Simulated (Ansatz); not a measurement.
A 6-atom cell of SiS2 started from a crystallographic database at its r2SCAN+rVV10 geometry, run in Ansatz at 3 levels of theory. (Simulation; spin polarisation is off.)

The LDA input:
```yaml
crystal:
  lattice:
    - [-2.7433936244, 4.8180836088, 2.7616521808]
    - [2.7433936244, -4.8180836088, 2.7616521808]
    - [2.7433936244, 4.8180836088, -2.7616521808]
  atoms:
    - { symbol: Si, position: [0.75, 0.75, 0.0] }
    - { symbol: Si, position: [0.25, 0.25, 0.0] }
    - { symbol: S, position: [0.1177771225, 0.2122163257, 0.3299934483] }
    - { symbol: S, position: [0.8822228775, 0.7877836743, 0.6700065517] }
    - { symbol: S, position: [0.6177771225, 0.2877836743, 0.9055607968] }
    - { symbol: S, position: [0.3822228775, 0.7122163257, 0.0944392032] }
kpoints:
  mp_grid: { grid: [6, 6, 6] }
  band_path:
    path:
      - [0.0, 0.0, 0.0]
      - [0.5, -0.5, 0.5]
      - [0.3310527202, -0.3310527202, 0.6689472798]
      - [-0.3310527202, 0.3310527202, 0.3310527202]
      - [0.3321351973, 0.3321351973, -0.3321351973]
      - [0.6678648027, -0.3321351973, 0.3321351973]
      - [0.0, 0.5, 0.0]
      - [0.25, 0.25, 0.25]
      - [0.5, 0.0, 0.0]
      - [0.270833, -0.270833, -0.270833]
      - [0.411458, 0.416667, -0.416667]
    npoints: 1
hamiltonian:
  xc: lda
scf:
  occupations: { method: fixed }
  n_extra_bands: 5
output:
  forces: true
  stress: true
  eigenvalues: true
```

Main results, then, where recorded, the levels near the gap in eV from the Fermi energy (columns number the bands from 0), one row a point of the path (Γ, X, F₀, Σ₀, Λ₀, G₀, R, W, S, Σ₀–Γ (0.18), (0.411, 0.417, -0.417)):
```
Crystal: 6 atoms, lattice volume = 146.013 Å³
Symmetry: 8 space group operations
Space group: Ibam (ITA 72)
```
```
Basis set: ecut = 420 eV, 2861 PW (Γ)
k-points: 46 of 216
SCF 1 converged in 6 iterations: F = -4699.153467 eV  dr2 = 2.33e-8
Free energy (F): -4699.153467 eV
Fermi energy:    2.867270 eV
--- Forces (eV/Å), atoms counted from 1 ---
  atom   1  Si      0.00000      0.00000      0.00000
  atom   2  Si      0.00000      0.00000      0.00000
  atom   3  S     -0.05088    -0.02147      0.00000
  atom   4  S       0.05088      0.02147      0.00000
  atom   5  S       0.05088    -0.02147      0.00000
  atom   6  S     -0.05088      0.02147      0.00000
--- Stress (GPa, compression-positive) ---
       -0.774855       0.000000       0.000000
        0.000000      -0.908927       0.000000
        0.000000       0.000000      -1.015113
  P = ⅓ Tr σ = -0.8996 GPa (-8.996 kbar)
```
```tsv
band_13	band_14	band_15	band_16	band_17	band_18
-0.785	-0.732	-0.595	3.274	3.695	3.744
-1.970	-1.441	-0.298	2.589	3.684	3.911
-1.857	-0.899	-0.034	3.285	3.804	4.720
-1.857	-0.899	-0.034	3.285	3.804	4.720
-0.983	-0.979	-0.892	2.695	3.542	4.134
-0.983	-0.979	-0.892	2.695	3.542	4.134
-1.021	-0.598	-0.598	3.139	3.139	4.449
-0.939	-0.787	-0.787	3.258	3.258	4.295
-1.295	-0.739	-0.739	3.263	3.263	4.822
-1.545	-0.928	0.019	3.708	4.066	4.802
-1.725	-1.268	-0.483	2.543	3.746	4.283
```

LDA gives an indirect gap of 2.52 eV, from Σ₀–Γ (0.18 of the way from Σ₀) to k = (0.411, 0.417, -0.417); the least direct gap is 2.89 eV at X.

Q: In the first input these blocks are replaced (the band path and keys that only write files left aside):
```yaml
hamiltonian:
  xc: r2scan
```
What comes out?

A:
```
Basis set: ecut = 500 eV, 3717 PW (Γ)
k-points: 46 of 216
SCF 1 converged in 7 iterations: F = -4905.924095 eV  dr2 = 2.80e-9
Free energy (F): -4905.924095 eV
Fermi energy:    2.792341 eV
--- Forces (eV/Å), atoms counted from 1 ---
  atom   1  Si      0.00000      0.00000      0.00000
  atom   2  Si      0.00000      0.00000      0.00000
  atom   3  S     -0.04926    -0.04461      0.00000
  atom   4  S       0.04926      0.04461      0.00000
  atom   5  S       0.04926    -0.04461      0.00000
  atom   6  S     -0.04926      0.04461      0.00000
--- Stress (GPa, compression-positive) ---
        0.599206       0.000000       0.000000
        0.000000       0.582020       0.000000
        0.000000       0.000000       0.421403
  P = ⅓ Tr σ = 0.5342 GPa (5.342 kbar)
```
```tsv
band_13	band_14	band_15	band_16	band_17	band_18
-0.808	-0.752	-0.589	3.833	4.340	4.586
-2.016	-1.446	-0.303	3.183	4.260	4.550
-1.864	-0.937	-0.035	3.883	4.420	5.326
-1.864	-0.937	-0.035	3.883	4.420	5.326
-1.005	-0.993	-0.896	3.287	4.162	4.756
-1.005	-0.993	-0.896	3.287	4.162	4.756
-1.042	-0.622	-0.622	3.744	3.744	5.103
-0.963	-0.798	-0.798	3.852	3.852	4.965
-1.302	-0.759	-0.759	3.853	3.853	5.475
-1.559	-0.970	0.018	4.310	4.696	5.374
-1.732	-1.283	-0.486	3.134	4.338	4.943
```
With r2SCAN the valence top lies at Σ₀–Γ (0.18 of the way from Σ₀) and the conduction bottom at k = (0.411, 0.417, -0.417), 3.12 eV higher; the smallest vertical gap, at X, is 3.49 eV. With the atoms held, the mean pressure is +0.53 GPa (compression positive).

HSE06. Against the first input these blocks differ (the band path and keys that only write files left aside):
```yaml
kpoints:
  mp_grid: { grid: [4, 4, 4] }
hamiltonian:
  xc: hse06
```

```
Basis set: ecut = 420 eV, 2861 PW (Γ)
k-points: 18 of 64
SCF 1 stopped early in 2 iterations: F = -4883.783593 eV  dr2 = 2.59e-4
Exchange kernel: α = 0.2500, screened, ω = 0.2079 Å⁻¹, Wigner–Seitz truncation, v(0) = 1046.4769 eV·Å³, q-mesh 4×4×4
SCF 2 stopped early in 7 iterations: F = -4887.108264 eV  dr2 = 1.34e-6
hybrid outer 1: dexx = +1.087e-2 eV, tail = 7.41e-6 eV
SCF 3 converged in 4 iterations: F = -4887.108179 eV  dr2 = 6.80e-10
hybrid outer 2: dexx = +2.126e-7 eV, tail = 2.78e-9 eV, Δε = 3.89e-4 eV, ΔF = 3.16e-3 eV/Å
Free energy (F): -4887.108179 eV
Fermi energy:    2.358016 eV
--- Forces (eV/Å), atoms counted from 1 ---
  atom   1  Si      0.00000      0.00000      0.00000
  atom   2  Si      0.00000      0.00000      0.00000
  atom   3  S     -0.16483    -0.15504      0.00000
  atom   4  S       0.16483      0.15504      0.00000
  atom   5  S       0.16483    -0.15504      0.00000
  atom   6  S     -0.16483      0.15504      0.00000
--- Stress (GPa, compression-positive) ---
        0.628281       0.000000       0.000000
        0.000000       0.721115       0.000000
        0.000000       0.000000       0.576122
  P = ⅓ Tr σ = 0.6418 GPa (6.418 kbar)
```
```tsv
band_13	band_14	band_15	band_16	band_17	band_18
-0.798	-0.734	-0.626	4.488	5.106	5.156
-1.969	-1.466	-0.332	3.901	4.904	5.206
-1.895	-0.963	-0.048	4.629	5.074	6.018
-1.895	-0.963	-0.048	4.629	5.074	6.018
-1.020	-1.007	-0.950	3.987	4.899	5.428
-1.020	-1.007	-0.950	3.987	4.899	5.428
-1.053	-0.654	-0.654	4.456	4.456	5.799
-0.970	-0.843	-0.843	4.580	4.580	5.643
-1.357	-0.762	-0.762	4.574	4.574	6.196
-1.578	-1.004	0.008	5.079	5.360	6.086
-1.796	-1.301	-0.522	3.838	4.990	5.688
```

The HSE06 gap is indirect, 3.83 eV (Σ₀–Γ (0.18 of the way from Σ₀) to k = (0.411, 0.417, -0.417)), below the direct gap of 4.23 eV at X. With the atoms held, the mean pressure is +0.6 GPa (compression positive). The stress of a hybrid is loosely converged here.

The hybrids run on coarser meshes, which limits their stresses and small splittings of levels.

Totals of different functionals can't be compared.

The meshes of the hybrids are coarse, so their gaps aren't converged to the digits shown.
